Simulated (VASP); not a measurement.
# CuAu (P4/mmm) in VASP: notebook

One crystal, CuAu, is run at these levels: rev-vdW-DF2, RPBE+D3, PBE+D3(BJ); tasks: band structure, equation of state.

Everything below comes from runs of VASP 6.6.1. Logs are shortened: lines on timing, memory, paths and dates and some standing lists are left out, and cuts for length are marked.

## Step 1: The crystal as given

It takes space group P4/mmm (No. 123, tetragonal). The conventional cell has a = 2.811 Å, b = 2.811 Å, c = 3.685 Å, α = 90.00°, β = 90.00°, γ = 90.00°. Au (site symmetry 4/mmm) has 8 Cu at 2.71 Å and 4 Au at 2.81 Å as nearest neighbours. Cu (site symmetry 4/mmm) is surrounded by 8 Au at 2.71 Å and 4 Cu at 2.81 Å.

## Step 2: Band structure, rev-vdW-DF2, spin-orbit coupling, no magnetisation

The input, run.py:

```python
from ase.calculators.vasp import Vasp
from ase.dft.bandgap import bandgap
from ase.io import read

atoms = read('CuAu.cif', primitive_cell=True, subtrans_included=False)
calc = Vasp(
    directory='calc',
    xc='rev-vdw-df2',
    pp='PBE',
    setups='recommended',
    prec='Accurate',
    encut=520,
    ediff=1e-06,
    ismear=1,
    sigma=0.1,
    lreal=False,
    lasph=True,
    nelm=60,
    algo='Normal',
    isif=2,
    lwave=False,
    lcharg=True,
    lorbit=11,
    lsorbit=True,
    gga_compat=False,
    lmaxmix=4,
    kpts=[7, 7, 5],
    gamma=True,
)
atoms.calc = calc

print('energy (eV):', atoms.get_potential_energy())
print('free energy (eV):', atoms.get_potential_energy(force_consistent=True))
efermi = calc.get_fermi_level()
print('Fermi level (eV):', efermi)
path = atoms.cell.bandpath(npoints=40, eps=1e-4)
print('path:', path.path)
calc.set(kpts=path.kpts, reciprocal=True, icharg=11, isym=0, lcharg=False)
calc.calculate(atoms)
print('gap on the path (eV):', bandgap(calc, efermi=efermi)[0])
print('direct gap on the path (eV):', bandgap(calc, efermi=efermi, direct=True)[0])
```

The input, CuAu.cif:

```cif
data_CuAu
_cell_length_a 2.81074946
_cell_length_b 2.81074946
_cell_length_c 3.68500000
_cell_angle_alpha 90.00000000
_cell_angle_beta 90.00000000
_cell_angle_gamma 90.00000000
_space_group_name_H-M_alt 'P4/mmm'
_space_group_name_Hall '-P 4 2'
_space_group_IT_number 123
loop_
_space_group_symop_operation_xyz
'x,y,z'
'-x,-y,-z'
'-y,x,z'
'y,-x,-z'
'-x,-y,z'
'x,y,-z'
'y,-x,z'
'-y,x,-z'
'x,-y,-z'
'-x,y,z'
'-y,-x,-z'
'y,x,z'
'-x,y,-z'
'x,-y,z'
'y,x,-z'
'-y,-x,z'
loop_
_atom_site_label
_atom_site_type_symbol
_atom_site_symmetry_multiplicity
_atom_site_Wyckoff_symbol
_atom_site_fract_x
_atom_site_fract_y
_atom_site_fract_z
_atom_site_occupancy
Au1 Au 1 a 0.0000000000 0.0000000000 0.0000000000 1
Cu1 Cu 1 d 0.5000000000 0.5000000000 0.5000000000 1
```

Potentials or basis: VASP PAW PBE potentials, release 64 (Au, Cu).

Launch:

```sh
python run.py
```

What it wrote:

```text
<dir> UserWarning: vdW has been enabled, however no location for the vdw_kernel.bindat file has been specified. Set ASE_VASP_VDW environment variable to copy the vdW kernel.
  warnings.warn(
energy (eV): -2.69213101
free energy (eV): -2.69240318
Fermi level (eV): 8.55374411
path: GXMGZRAZ,XR,MA
gap on the path (eV): 0.0
direct gap on the path (eV): 0.0
```

OUTCAR:

```text
ENCUT = 520.000000
   EDIFF = 1.00e-06
   GGA = MK
   PREC = Accurate
   ICHARG = 11
   ISIF = 2
   ISMEAR = 1
   ISYM = 0
   LORBIT = 11
   NELM = 60
   LASPH = .TRUE.
   LSORBIT = .TRUE.
   LREAL = .FALSE.

 ion  position               nearest neighbor table
   1  0.000  0.000  0.000-   2 2.71   2 2.71   2 2.71   2 2.71   2 2.71   2 2.71   2 2.71   2 2.71

   2  0.500  0.500  0.500-   1 2.71   1 2.71   1 2.71   1 2.71   1 2.71   1 2.71   1 2.71   1 2.71

IMPORTANT INFORMATION: All symmetrisations will be switched off!
NOSYMM: (Re-)initialisation of all symmetry stuff for point group C_1.

----------------------------------------------------------------------------------------

                                     Primitive cell

  volume of cell :      29.1127

  direct lattice vectors                    reciprocal lattice vectors
     2.810749460  0.000000000  0.000000000     0.355776996  0.000000000  0.000000000
     0.000000000  2.810749460  0.000000000     0.000000000  0.355776996  0.000000000
     0.000000000  0.000000000  3.685000000     0.000000000  0.000000000  0.271370421

  length of vectors
     2.810749460  2.810749460  3.685000000     0.355776996  0.355776996  0.271370421

  position of ions in fractional coordinates (direct lattice)
     0.000000000  0.000000000  0.000000000
     0.500000000  0.500000000  0.500000000

  ion indices of the primitive-cell ions
   primitive index   ion index
                 1           1
                 2           2

----------------------------------------------------------------------------------------

 KPOINTS: KPOINTS created by Atomic Simulation Env

Read explicit list of k-points.

 Found     40 k-points:

 Following reciprocal coordinates:
            Coordinates               Weight
  0.000000  0.000000  0.000000      0.025000
  0.000000  0.166667  0.000000      0.025000
  0.000000  0.333333  0.000000      0.025000
  0.000000  0.500000  0.000000      0.025000
  0.125000  0.500000  0.000000      0.025000
  0.250000  0.500000  0.000000      0.025000
[... 16 lines left out ...]
  0.250000  0.500000  0.500000      0.025000
  0.375000  0.500000  0.500000      0.025000
 [... further k-points ...]
   k-points           NKPTS =     40   k-points in BZ     NKDIM =     40   number of bands    NBANDS=     32
   number of dos      NEDOS =    301   number of ions     NIONS =      2
   total plane-waves  NPLWV =  16128
   dimension x,y,z NGX =    24 NGY =   24 NGZ =   28
   dimension x,y,z NGXF=    48 NGYF=   48 NGZF=   56
   ions per type =               1   1
   NGX,Y,Z   is equivalent  to a cutoff of  14.20, 14.20, 12.63 a.u.
   NGXF,Y,Z  is equivalent  to a cutoff of  28.39, 28.39, 25.26 a.u.
 SYSTEM =  unknown system
   PREC   = accura    normal or accurate (medium, high low for compatibility)
   ISTART =      0    job   : 0-new  1-cont  2-samecut
   ICHARG =     11    charge: 1-file 2-atom 10-const
   ISPIN  =      1    spin polarized calculation?
   LNONCOLLINEAR =      T non collinear calculations
   LSORBIT =      T    spin-orbit coupling
   LASPH  =      T    aspherical Exc in radial PAW
   ENCUT  =  520.0 eV  38.22 Ry    6.18 a.u.   5.23  5.23  6.85*2*pi/ulx,y,z
   NELM   =     60;   NELMIN=  2; NELMDL=  0     # of ELM steps
   EDIFF  = 0.1E-05   stopping-criterion for ELM
   LREAL  =      F    real-space projection
[... 49 lines left out ...]

 val. band max:        8.4649382659   @ k =   0.0000   0.5000   0.1667
 cond. band min:       8.5107157135   @ k =   0.0000   0.5000   0.0000
 fundamental gap:      0.0457774476
 Fermi energy:         8.4681566404

 k-point     1 :       0.0000    0.0000    0.0000
  band No.  band energies     occupation
      1      -1.1631      1.00000
      2      -1.1631      1.00000
      3       1.8302      1.00000
      4       1.8303      1.00000
      5       1.9905      1.00000
      6       1.9905      1.00000
[... 829 lines left out ...]
     31      17.6615      0.00000
     32      17.6615      0.00000

 [... further k-points ...]

------------------------ aborting loop because EDIFF is reached ----------------------------------------

  FORCE on cell =-STRESS in cart. coord.  units (eV):
  Direction    XX          YY          ZZ          XY          YZ          ZX
  --------------------------------------------------------------------------------------
  -------------------------------------------------------------------------------------
  Total        4.0913274     18.0793778      8.2606325      0.7147496     -0.0000051     -0.0000033
  in kB      225.1609388    994.9752952    454.6132826     39.3353259     -0.0002817     -0.0001821
  external PRESSURE =     558.2498389 kB  Pullay stress =       0.0000000 kB

 VOLUME and BASIS-vectors are now :
 -----------------------------------------------------------------------------
  energy-cutoff  :      520.00
  volume of cell :       29.11
      direct lattice vectors                 reciprocal lattice vectors
     2.810749460  0.000000000  0.000000000     0.355776996  0.000000000  0.000000000
     0.000000000  2.810749460  0.000000000     0.000000000  0.355776996  0.000000000
     0.000000000  0.000000000  3.685000000     0.000000000  0.000000000  0.271370421

 POSITION                                       TOTAL-FORCE (eV/Angst)
 -----------------------------------------------------------------------------------
      0.00000      0.00000      0.00000        -0.000004     -0.000017      0.000002
      1.40537      1.40537      1.84250         0.000004      0.000017     -0.000002
 -----------------------------------------------------------------------------------
    total drift:                               -0.000016     -0.000022     -0.000001

  FREE ENERGIE OF THE ION-ELECTRON SYSTEM (eV)
  ---------------------------------------------------
  free  energy   TOTEN  =        -1.8470883308 eV

  energy  without entropy=       -1.8457526378  energy(sigma->0) =       -1.84664310

Total vdW correction in eV:      3.4035828

 Spin-Orbit-Coupling matrix elements

 Ion:    1  E_soc:     -0.5859965
 l=   1
     0.0000000    -0.0348526    -0.0307399
    -0.0348526     0.0000000    -0.0229745
    -0.0307399    -0.0229745     0.0000000
 l=   2
     0.0000000    -0.0114648     0.0000000    -0.0104105    -0.0626116
    -0.0114648     0.0000000    -0.0434091    -0.0117677    -0.0175851
     0.0000000    -0.0434091     0.0000000    -0.0354519     0.0000000
    -0.0104105    -0.0117677    -0.0354519     0.0000000    -0.0117306
    -0.0626116    -0.0175851     0.0000000    -0.0117306     0.0000000
 l=   3
     0.0000000     0.0000000     0.0000000     0.0000000     0.0000000     0.0000000     0.0000000
     0.0000000     0.0000000     0.0000000     0.0000000     0.0000000     0.0000000     0.0000000
     0.0000000     0.0000000     0.0000000     0.0000000     0.0000000     0.0000000     0.0000000
     0.0000000     0.0000000     0.0000000     0.0000000     0.0000000     0.0000000     0.0000000
     0.0000000     0.0000000     0.0000000     0.0000000     0.0000000     0.0000000     0.0000000
     0.0000000     0.0000000     0.0000000     0.0000000     0.0000000     0.0000000     0.0000000
     0.0000000     0.0000000     0.0000000     0.0000000     0.0000000     0.0000000     0.0000000

 Ion:    2  E_soc:     -0.0155397
 l=   1
     0.0000000    -0.0006968    -0.0003153
    -0.0006968     0.0000000    -0.0002169
    -0.0003153    -0.0002169     0.0000000
 l=   2
     0.0000000    -0.0007182     0.0000000    -0.0009668    -0.0011893
    -0.0007182     0.0000000    -0.0011025    -0.0007534    -0.0004750
     0.0000000    -0.0011025     0.0000000    -0.0010112     0.0000000
    -0.0009668    -0.0007534    -0.0010112     0.0000000    -0.0003245
    -0.0011893    -0.0004750     0.0000000    -0.0003245     0.0000000
 l=   3
     0.0000000     0.0000000     0.0000000     0.0000000     0.0000000     0.0000000     0.0000000
     0.0000000     0.0000000     0.0000000     0.0000000     0.0000000     0.0000000     0.0000000
     0.0000000     0.0000000     0.0000000     0.0000000     0.0000000     0.0000000     0.0000000
     0.0000000     0.0000000     0.0000000     0.0000000     0.0000000     0.0000000     0.0000000
     0.0000000     0.0000000     0.0000000     0.0000000     0.0000000     0.0000000     0.0000000
     0.0000000     0.0000000     0.0000000     0.0000000     0.0000000     0.0000000     0.0000000
     0.0000000     0.0000000     0.0000000     0.0000000     0.0000000     0.0000000     0.0000000

 total charge

# of ion       s       p       d       tot
------------------------------------------
    1        0.556   0.418   8.752   9.726
    2        0.390   0.310   9.293   9.993
--------------------------------------------------
tot          0.946   0.728  18.045  19.719

 magnetization (x)

# of ion       s       p       d       tot
------------------------------------------
    1        0.000  -0.000   0.000   0.000
    2        0.000   0.000   0.000   0.000
--------------------------------------------------
tot          0.000  -0.000   0.000   0.000

 magnetization (y)

# of ion       s       p       d       tot
------------------------------------------
    1        0.000  -0.000   0.000   0.000
    2        0.000   0.000   0.000   0.000
--------------------------------------------------
tot          0.000  -0.000   0.000   0.000

 magnetization (z)

# of ion       s       p       d       tot
------------------------------------------
    1        0.000  -0.000   0.000   0.000
    2        0.000   0.000   0.000   0.000
--------------------------------------------------
tot          0.000  -0.000   0.000   0.000
```

INCAR:

```text
AGGAC = 0.000000
ENCUT = 520.000000
PARAM1 = 0.123400
PARAM2 = 0.711357
SIGMA = 0.100000
ZAB_VDW = -1.886700
EDIFF = 1.00e-06
ALGO = Normal
GGA = MK
PREC = Accurate
ICHARG = 11
ISIF = 2
ISMEAR = 1
ISYM = 0
LMAXMIX = 4
LORBIT = 11
NELM = 60
LASPH = .TRUE.
LCHARG = .FALSE.
LUSE_VDW = .TRUE.
LWAVE = .FALSE.
LSORBIT = .TRUE.
GGA_COMPAT = .FALSE.
LREAL = .FALSE.
```

It took 4.9 min on 1 thread of Intel Xeon Platinum 8488C (Sapphire Rapids), shared host; peak memory 0.39 GiB.

Caveat: the log is that of the step along the path at fixed density, whose energy, stress, charges and moments have no meaning; the PAW data sets were made with another functional, which shifts forces and pressure a little.

(Part 1 of 2 ends here.)
